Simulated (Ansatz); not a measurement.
## Relaxing sulfur (rhombohedral S6)

Computed with DFT, revPBE, plane waves (420 eV) with PAW, scalar-relativistic in Ansatz. The PAW files were generated under PBE, with cores re-solved for the functional.

k-point mesh 5×5×5, Fermi-Dirac smearing 0.05 eV, no spin polarisation. Cell and atoms relax.

Starting structure:

```
S
1.0
     5.38300    3.10788    1.40833
    -5.38300    3.10788    1.40833
     0.00000   -6.21575    1.40833
S
6
Direct
  0.58450 0.35100 0.24650
  0.24650 0.58450 0.35100
  0.35100 0.24650 0.58450
  0.41550 0.64900 0.75350
  0.75350 0.41550 0.64900
  0.64900 0.75350 0.41550
```

Q: What cell does the relaxation end in?

A: R-3 with a = 13.453 Å, c = 6.341 Å (c/a = 0.471); 55.21 Å³ per atom against 23.56 at the start (134.3 %).

Q: How much energy does the relaxation gain?

A: 112.8 meV per atom.

This functional, with no dispersion term, lets the cell expand far past the measured one.
